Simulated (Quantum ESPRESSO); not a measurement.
# CoO (R-3m) in Quantum ESPRESSO: convergence with wavefunction cutoff

Aim: find how far wavefunction cutoff must go before the results for CoO settle, at PBE. This setting moves, with any that are tied to it; all else stays.

Program: Quantum ESPRESSO 7.5. These are calculated values, not measurements. Logs are shortened: lines on timing, memory, paths and dates and some standing lists are left out, and cuts for length are marked.

**1. Starting point**

Symmetry: R-3m, No. 166, trigonal system. Conventional cell: a = 3.011 Å, b = 3.011 Å, c = 7.320 Å, α = 90.00°, β = 90.00°, γ = 120.00°. Co (site symmetry -3m) is surrounded by 6 O at 2.12 Å. Around O (site symmetry -3m) lie 6 Co at 2.12 Å.

The cell is a database's computed one.

**2. With wavefunction cutoff 35 Ry**

The input, pw.in:

```
&CONTROL
  calculation = 'scf'
  prefix = 'pwscf'
  outdir = './tmp'
  pseudo_dir = './pseudo'
  tprnfor = .true.
  tstress = .true.
  disk_io = 'nowf'
/
&SYSTEM
  ibrav = 0
  nat = 2
  ntyp = 2
  ecutwfc = 35
  nbnd = 21
  occupations = 'smearing'
  smearing = 'fd'
  degauss = 0.00734986
  nspin = 2
  starting_magnetization(1) = 0.1176
  starting_magnetization(2) = 0
/
&ELECTRONS
  conv_thr = 4d-10
  electron_maxstep = 120
  mixing_beta = 0.3
/
ATOMIC_SPECIES
Co    58.9332 Co_ONCV_PBE-1.2.upf
O     15.9990 O_ONCV_PBE-1.2.upf
CELL_PARAMETERS angstrom
   1.5054695445    0.8691832468    2.4399269062
  -1.5054695445    0.8691832468    2.4399269062
   0.0000000000   -1.7383664936    2.4399269062
ATOMIC_POSITIONS crystal
Co     0.0000000000    0.0000000000    0.0000000000
O      0.5000000000    0.5000000000    0.5000000000
K_POINTS automatic
9 9 9 0 0 0
```

Potentials or basis: SG15 PBE 1.2.

Command:

```sh
OMP_NUM_THREADS=1 pw.x -in pw.in > pw.out
```

Wall time 40 s (1 thread of AMD EPYC 7R43 (Zen 3), shared host); peak memory 0.05 GiB.

What came out:

* Free energy: -4103.0380 eV
* Band gap on the k mesh: none (metal or under the smearing width)
* Net moment: 2.82 μB per cell
* Absolute moment: 2.83 μB per cell
* Site moments: Co +2.37; O +0.32 μB
* Valence electrons inside the program's atomic spheres: Co 14.59; O 5.68

**3. With wavefunction cutoff 44 Ry**

pw.in, as its differences from that of step 2:

```diff
@@ -13,3 +13,3 @@
   ntyp = 2
-  ecutwfc = 35
+  ecutwfc = 44
   nbnd = 21
```

Potentials or basis: SG15 PBE 1.2.

Command:

```sh
OMP_NUM_THREADS=1 pw.x -in pw.in > pw.out
```

Wall time 43 s (1 thread of AMD EPYC 7R43 (Zen 3), shared host); peak memory 0.06 GiB.

Results:

```
Free energy                                           : -4117.5318 eV
Band gap on the k mesh                                : none (metal or under the smearing width)
Net moment                                            : 2.76 μB per cell
Absolute moment                                       : 2.77 μB per cell
Site moments                                          : Co +2.35; O +0.28 μB
Valence electrons inside the program's atomic spheres : Co 14.63; O 5.74
```

**4. With wavefunction cutoff 53 Ry**

pw.in, as its differences from that of step 3:

```diff
@@ -13,3 +13,3 @@
   ntyp = 2
-  ecutwfc = 44
+  ecutwfc = 53
   nbnd = 21
```

Command:

```sh
OMP_NUM_THREADS=1 pw.x -in pw.in > pw.out
```

Run time: 71 s. Hardware: 1 thread of AMD EPYC 7R43 (Zen 3), shared host; peak memory 0.08 GiB.

What came out:

* Free energy: -4120.3929 eV
* Band gap on the k mesh: none (metal or under the smearing width)
* Net moment: 2.92 μB per cell
* Absolute moment: 2.94 μB per cell
* Site moments: Co +2.48; O +0.33 μB
* Valence electrons inside the program's atomic spheres: Co 14.62; O 5.76

**5. With wavefunction cutoff 62 Ry**

pw.in, as its differences from that of step 4:

```diff
@@ -13,3 +13,3 @@
   ntyp = 2
-  ecutwfc = 53
+  ecutwfc = 62
   nbnd = 21
```

Command:

```sh
OMP_NUM_THREADS=1 pw.x -in pw.in > pw.out
```

It took 75 s on 1 thread of AMD EPYC 7R43 (Zen 3), shared host; peak memory 0.09 GiB.

Results:

* Free energy: -4120.9828 eV
* Band gap on the k mesh: none (metal or under the smearing width)
* Net moment: 2.93 μB per cell
* Absolute moment: 2.94 μB per cell
* Site moments: Co +2.49; O +0.33 μB
* Valence electrons inside the program's atomic spheres: Co 14.62; O 5.76

**6. With wavefunction cutoff 70 Ry**

pw.in, as its differences from that of step 5:

```diff
@@ -13,3 +13,3 @@
   ntyp = 2
-  ecutwfc = 62
+  ecutwfc = 70
   nbnd = 21
```

Potentials or basis: SG15 PBE 1.2.

Command:

```sh
OMP_NUM_THREADS=1 pw.x -in pw.in > pw.out
```

It took 88 s on 1 thread of AMD EPYC 7R43 (Zen 3), shared host; peak memory 0.11 GiB.

Results (log left out):

```yaml
Free_energy: -4121.1338 eV
Band_gap_on_the_k_mesh: none (metal or under the smearing width)
Net_moment: 2.93 μB per cell
Absolute_moment: 2.94 μB per cell
Site_moments: Co +2.49; O +0.33 μB
Valence_electrons_inside_the_program's_atomic_spheres: Co 14.62; O 5.76
```

**7. With wavefunction cutoff 79 Ry**

pw.in, as its differences from that of step 6:

```diff
@@ -13,3 +13,3 @@
   ntyp = 2
-  ecutwfc = 70
+  ecutwfc = 79
   nbnd = 21
```

Command:

```sh
OMP_NUM_THREADS=1 pw.x -in pw.in > pw.out
```

It took 2 min on 1 thread of AMD EPYC 7R43 (Zen 3), shared host; peak memory 0.13 GiB.

Results (log left out):

* Free energy: -4121.1722 eV
* Band gap on the k mesh: none (metal or under the smearing width)
* Net moment: 2.93 μB per cell
* Absolute moment: 2.94 μB per cell
* Site moments: Co +2.49; O +0.33 μB
* Valence electrons inside the program's atomic spheres: Co 14.62; O 5.76

**8. With wavefunction cutoff 88 Ry**

pw.in, as its differences from that of step 7:

```diff
@@ -13,3 +13,3 @@
   ntyp = 2
-  ecutwfc = 79
+  ecutwfc = 88
   nbnd = 21
```

Command:

```sh
OMP_NUM_THREADS=1 pw.x -in pw.in > pw.out
```

It took 2.1 min on 1 thread of AMD EPYC 7R43 (Zen 3), shared host; peak memory 0.15 GiB.

Results (log left out):

```yaml
Free_energy: -4121.1771 eV
Pressure: 0.7 GPa
Band_gap_on_the_k_mesh: none (metal or under the smearing width)
Net_moment: 2.93 μB per cell
Absolute_moment: 2.94 μB per cell
Site_moments: Co +2.49; O +0.33 μB
Valence_electrons_inside_the_program's_atomic_spheres: Co 14.62; O 5.76
```

**9. With wavefunction cutoff 106 Ry**

pw.in, as its differences from that of step 8:

```diff
@@ -13,3 +13,3 @@
   ntyp = 2
-  ecutwfc = 88
+  ecutwfc = 106
   nbnd = 21
```

Potentials or basis: SG15 PBE 1.2.

Command:

```sh
OMP_NUM_THREADS=1 pw.x -in pw.in > pw.out
```

It took 2.8 min on 1 thread of AMD EPYC 7R43 (Zen 3), shared host; peak memory 0.18 GiB.

It converged, with:

```
Free energy                                           : -4121.1797 eV
Pressure                                              : 0.7 GPa
Band gap on the k mesh                                : none (metal or under the smearing width)
Net moment                                            : 2.93 μB per cell
Absolute moment                                       : 2.94 μB per cell
Site moments                                          : Co +2.49; O +0.33 μB
Valence electrons inside the program's atomic spheres : Co 14.62; O 5.76
```

**10. With wavefunction cutoff 132 Ry**

pw.in, as its differences from that of step 9:

```diff
@@ -13,3 +13,3 @@
   ntyp = 2
-  ecutwfc = 106
+  ecutwfc = 132
   nbnd = 21
```

Potentials or basis: SG15 PBE 1.2.

Command:

```sh
OMP_NUM_THREADS=1 pw.x -in pw.in > pw.out
```

pw.out:

```text
This program is part of the open-source Quantum ESPRESSO suite
     for quantum simulation of materials; please cite
[... 9 lines left out ...]
     --------------------
     sticks:   dense  smooth     PW     G-vecs:    dense   smooth      PW
     Sum        1159    1159    357                26463    26463    4441

     Using Slab Decomposition

     bravais-lattice index     =            0
     lattice parameter (alat)  =       5.6613  a.u.
     unit-cell volume          =     129.2730 (a.u.)^3
     number of atoms/cell      =            2
     number of atomic types    =            2
     number of electrons       =        23.00
     number of Kohn-Sham states=           21
     kinetic-energy cutoff     =     132.0000  Ry
     charge density cutoff     =     528.0000  Ry
     scf convergence threshold =      4.0E-10
     mixing beta               =       0.3000
     number of iterations used =            8  plain     mixing
     Exchange-correlation= PBE
                           (   1   4   3   4   0   0   0)

     celldm(1)=   5.661350  celldm(2)=   0.000000  celldm(3)=   0.000000
     celldm(4)=   0.000000  celldm(5)=   0.000000  celldm(6)=   0.000000

     crystal axes: (cart. coord. in units of alat)
               a(1) = (   0.502517   0.290128   0.814434 )
               a(2) = (  -0.502517   0.290128   0.814434 )
               a(3) = (   0.000000  -0.580257   0.814434 )

     reciprocal axes: (cart. coord. in units 2 pi/alat)
               b(1) = (  0.994991  0.574458  0.409282 )
               b(2) = ( -0.994991  0.574458  0.409282 )
               b(3) = (  0.000000 -1.148917  0.409282 )

     PseudoPot. # 1 for Co read from file:
     Co_ONCV_PBE-1.2.upf
     Pseudo is Norm-conserving, Zval = 17.0
     Generated using ONCVPSP code by D. R. Hamann
     Using radial grid of  602 points,  6 beta functions with:
                l(1) =   0
                l(2) =   0
                l(3) =   1
                l(4) =   1
                l(5) =   2
                l(6) =   2

     PseudoPot. # 2 for O  read from file:
     O_ONCV_PBE-1.2.upf
     Pseudo is Norm-conserving, Zval =  6.0
     Generated using ONCVPSP code by D. R. Hamann
     Using radial grid of  602 points,  4 beta functions with:
                l(1) =   0
                l(2) =   0
                l(3) =   1
                l(4) =   1

     atomic species   valence    mass     pseudopotential
     Co               17.00    58.93320     Co( 1.00)
     O                 6.00    15.99900     O ( 1.00)

     Starting magnetic structure
     atomic species   magnetization
     Co              0.118
     O               0.000

     12 Sym. Ops., with inversion, found

   Cartesian axes

     site n.     atom                  positions (alat units)
         1        Co     tau(   1) = (   0.0000000   0.0000000   0.0000000  )
         2        O      tau(   2) = (   0.0000000   0.0000000   1.2216504  )

     number of k points=    85  Fermi-Dirac smearing, width (Ry)=  0.0073
                       cart. coord. in units 2pi/alat
        k(    1) = (   0.0000000   0.0000000   0.0000000), wk =   0.0013717
        k(    2) = (   0.0000000  -0.1276574   0.0454758), wk =   0.0082305
        k(    3) = (   0.0000000  -0.2553148   0.0909516), wk =   0.0082305
        k(    4) = (   0.0000000  -0.3829722   0.1364275), wk =   0.0082305
        k(    5) = (   0.0000000  -0.5106296   0.1819033), wk =   0.0082305
        k(    6) = (  -0.1105546  -0.0638287   0.0909516), wk =   0.0082305
[... 77 lines left out ...]
        k(   84) = (  -0.0000000   0.0000000   0.5457099), wk =   0.0027435
        k(   85) = (   0.0000000   1.0212593   0.1819033), wk =   0.0082305

     Dense  grid:    26463 G-vectors     FFT dimensions: (  45,  45,  45)

     Generating pointlists ...
     new r_m :   0.2924 (alat units)  1.6555 (a.u.) for type    1
     new r_m :   0.2924 (alat units)  1.6555 (a.u.) for type    2

     Initial potential from superposition of free atoms

     starting charge      22.9616, renormalised to      23.0000
     Starting wfcs are random

     Self-consistent Calculation

     iteration #  1     ecut=   132.00 Ry     beta= 0.30
     Davidson diagonalization with overlap
     ethr =  1.00E-02,  avg # of iterations =  9.0

     Threshold (ethr) on eigenvalues was too large:
     Diagonalizing with lowered threshold

     Davidson diagonalization with overlap
     ethr =  9.27E-04,  avg # of iterations =  1.4

     total energy              =    -302.84591621 Ry
     estimated scf accuracy    <       0.21244150 Ry

     total magnetization       =     2.57 Bohr mag/cell
     absolute magnetization    =     2.57 Bohr mag/cell

     iteration #  2     ecut=   132.00 Ry     beta= 0.30
     Davidson diagonalization with overlap
     ethr =  9.24E-04,  avg # of iterations =  1.4

     total energy              =    -302.87481010 Ry
     estimated scf accuracy    <       0.06792770 Ry

     total magnetization       =     2.05 Bohr mag/cell
     absolute magnetization    =     2.05 Bohr mag/cell

     iteration #  3     ecut=   132.00 Ry     beta= 0.30
     Davidson diagonalization with overlap
     ethr =  2.95E-04,  avg # of iterations =  1.2

     total energy              =    -302.89007708 Ry
     estimated scf accuracy    <       0.02244555 Ry

     total magnetization       =     2.45 Bohr mag/cell
     absolute magnetization    =     2.45 Bohr mag/cell

     iteration #  4     ecut=   132.00 Ry     beta= 0.30
     Davidson diagonalization with overlap
     ethr =  9.76E-05,  avg # of iterations =  1.6

     total energy              =    -302.89749269 Ry
     estimated scf accuracy    <       0.00517756 Ry

     total magnetization       =     2.59 Bohr mag/cell
     absolute magnetization    =     2.59 Bohr mag/cell

     iteration #  5     ecut=   132.00 Ry     beta= 0.30
     Davidson diagonalization with overlap
     ethr =  2.25E-05,  avg # of iterations =  2.3

     total energy              =    -302.90032334 Ry
     estimated scf accuracy    <       0.00266068 Ry
[... 78 lines left out ...]
     total energy              =    -302.90124214 Ry
     estimated scf accuracy    <       0.00000004 Ry

     total magnetization       =     2.93 Bohr mag/cell
     absolute magnetization    =     2.94 Bohr mag/cell

     iteration # 14     ecut=   132.00 Ry     beta= 0.30
     Davidson diagonalization with overlap
     ethr =  1.04E-10,  avg # of iterations =  2.0

     total energy              =    -302.90124216 Ry
     estimated scf accuracy    <          4.7E-09 Ry

     total magnetization       =     2.93 Bohr mag/cell
     absolute magnetization    =     2.94 Bohr mag/cell

     iteration # 15     ecut=   132.00 Ry     beta= 0.30
     Davidson diagonalization with overlap
     ethr =  2.04E-11,  avg # of iterations =  1.4

     total energy              =    -302.90124216 Ry
     estimated scf accuracy    <          9.5E-10 Ry

     total magnetization       =     2.93 Bohr mag/cell
     absolute magnetization    =     2.94 Bohr mag/cell

     iteration # 16     ecut=   132.00 Ry     beta= 0.30
     Davidson diagonalization with overlap
     ethr =  4.14E-12,  avg # of iterations =  2.0

     Magnetic moment per site  (integrated on atomic sphere of radius R)
     atom   1 (R=0.292)  charge= 14.6187  magn=  2.4857
     atom   2 (R=0.292)  charge=  5.7629  magn=  0.3286

     End of self-consistent calculation

     Number of k-points >= 100: set verbosity='high' to print the bands.

     the Fermi energy is    14.8558 ev

!    total energy              =    -302.90124216 Ry
     estimated scf accuracy    <          1.8E-10 Ry
     smearing contrib. (-TS)   =      -0.00827323 Ry
     internal energy E=F+TS    =    -302.89296893 Ry

     The total energy is F=E-TS. E is the sum of the following terms:
     one-electron contribution =    -134.05120487 Ry
     hartree contribution      =      79.18444789 Ry
     xc contribution           =     -34.68285267 Ry
     ewald contribution        =    -213.34335928 Ry

     total magnetization       =     2.93 Bohr mag/cell
     absolute magnetization    =     2.94 Bohr mag/cell

     convergence has been achieved in  16 iterations

     Forces acting on atoms (cartesian axes, Ry/au):

     atom    1 type  1   force =    -0.00000000   -0.00000000   -0.00000000
     atom    2 type  2   force =     0.00000000    0.00000000    0.00000000

     Total force =     0.000000     Total SCF correction =     0.000000

     Computing stress (Cartesian axis) and pressure

          total   stress  (Ry/bohr**3)                   (kbar)     P=        7.86
   0.00005426  -0.00000000  -0.00000000            7.98       -0.00       -0.00
  -0.00000000   0.00005426   0.00000000           -0.00        7.98        0.00
  -0.00000000  -0.00000000   0.00005168           -0.00       -0.00        7.60

=------------------------------------------------------------------------------=
   JOB DONE.
=------------------------------------------------------------------------------=
```

Run time: 4.5 min. Hardware: 1 thread of AMD EPYC 7R43 (Zen 3), shared host; peak memory 0.24 GiB.

What came out:

* Free energy: -4121.1813 eV
* Pressure: 0.8 GPa
* Band gap on the k mesh: none (metal or under the smearing width)
* Net moment: 2.93 μB per cell
* Absolute moment: 2.94 μB per cell
* Site moments: Co +2.49; O +0.33 μB
* Valence electrons inside the program's atomic spheres: Co 14.62; O 5.76

**11. Result**

```tsv
wavefunction cutoff	energy less the tightest run, at zero smearing (meV/atom)	absolute moment (μB)	SCF cycles	CPU time (s)	peak memory (GiB)
35 Ry	9071.25	2.83	17	40	0.05
44 Ry	1826.23	2.77	16	43	0.06
53 Ry	394.17	2.94	16	71	0.08
62 Ry	99.32	2.94	16	75	0.09
70 Ry	23.75	2.94	16	88	0.11
79 Ry	4.55	2.94	16	120	0.13
88 Ry	2.13	2.94	16	120	0.15
106 Ry	0.82	2.94	16	170	0.18
132 Ry	0.00	2.94	16	270	0.24
```

Against the tightest run, the energy stays within 1 meV/atom from 106 Ry on; the absolute moment stays within 0.02 μB from 53 Ry on. The tightest run that finished is the yardstick and may itself not be fully converged.

Caveats: a cell with one magnetic atom can't hold antiferromagnetic order, which such compounds often take; semilocal functionals often make such compounds metallic where correlation or magnetic order opens a gap, which also shifts bond lengths.
